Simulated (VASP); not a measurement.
Sb: single point with HSE06

Slab: Sb, a slab with vacuum.

```
Sb
1.0
     4.30840    0.00000    0.00000
    -2.15420    3.73118    0.00000
     0.00000    0.00000   19.50673
Sb
2
Direct
  0.33333 0.66667 0.54046
  0.00000 0.00000 0.45954
```

The slab is cut from a database's or a generator's crystal, which needn't be the stable form of the element.

```yaml
Program: VASP 6.6.1
Task: single point
Functional: HSE06
Potentials_or_basis: VASP PAW PBE potentials, release 64 (Sb)
Cutoff: 520 eV
k_mesh: 6 × 6 × 1
Occupations: gaussian, width 0.05 eV
Spin: no spin polarisation
Dipole_correction: yes
Grid_for_exact_exchange_PRECFOCK: Fast
Screening_parameter: 0.2 1/A
Further_INCAR_settings: ALGO = Normal; EDIFF = 1e-07; NBANDS = 12
```

The largest force is 0.500 eV/Å, the band gap on the k mesh is 1.73 eV, direct and the ionisation potential of the upper face is 5.56 eV.

Forces in eV/Å, atoms in the order of the input:
```
Sb   0.000  0.000 -0.500
Sb   0.000  0.000  0.500
```

Levels at points of the mesh, in eV from the valence-band top:
| k point | band 3 | band 4 | band 5 | band 6 | band 7 | band 8 |
| --- | --- | --- | --- | --- | --- | --- |
| (0.00, 0.00, 0.00) | -0.18 | -0.18 | 0.00 | 1.73 | 3.30 | 3.30 |
| (0.50, 0.00, 0.00) | -2.69 | -1.63 | -1.08 | 2.23 | 3.52 | 4.33 |

Run time: 7.9 min on 1 thread of Intel(R) Xeon(R) Platinum 8559C (Emerald Rapids), with other jobs on the host, peak memory 0.49 GiB.

Caveat: the PAW data sets were made with another functional, which shifts forces and pressure a little; spin-orbit coupling is left out, which moves the levels of the heavy elements.
